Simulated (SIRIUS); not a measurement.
## KCl under changes of volume

One of the cells (28.860 Å³/atom); the others are scaled copies at fixed shape and fractional positions:

```
CELL_PARAMETERS angstrom
3.86462 0.00000 0.00000
0.00000 3.86462 0.00000
0.00000 0.00000 3.86462
ATOMIC_POSITIONS crystal
K 0.00000 0.00000 0.00000
Cl 0.50000 0.50000 0.50000
```

Measurements of this composition are mostly on another form, of space group No. 225.

```yaml
Program: SIRIUS 7.12.0
Functional: PBE
Potentials_or_basis: all-electron FP-LAPW
Cutoff: 158 eV
Basis: apw+lo standard
k_mesh: 7 × 7 × 7
Occupations: fermi-dirac, width 0.05 eV
Spin: no spin polarisation
```

| volume (Å³/atom) | energy over the lowest point (meV/atom) | gap on the mesh (eV) |
| --- | --- | --- |
| 26.596 | 5.63 | 5.10 |
| 27.162 | 1.91 | 5.00 |
| 27.728 | 0.00 | 4.91 |
| 28.860 | 0.54 | 4.74 |
| 29.426 | ? | ? |
| 29.991 | 5.46 | 4.59 |

Task: What does the run at 29.426 Å³/atom give?

Result: Energy over the lowest point 2.41 meV/atom; gap on the mesh 4.66 eV.

Worked out: A Birch-Murnaghan fit of order 3 (a polynomial in V^(-2/3)) to the other rows has its minimum at 28.16 Å³/atom with B0 = V·E''(V) = 18.9 GPa and B' = 7.4. It gives 2.55 meV/atom at 29.426 Å³/atom, against the run's 2.41. A straight line through the other rows of the gap, of slope -4.23 eV per unit of ln V, gives 4.66 eV, against the run's 4.66.

Energies are extrapolated to zero smearing.

Caveats: an odd mesh through Γ misses points on the zone boundary, where band edges often lie.
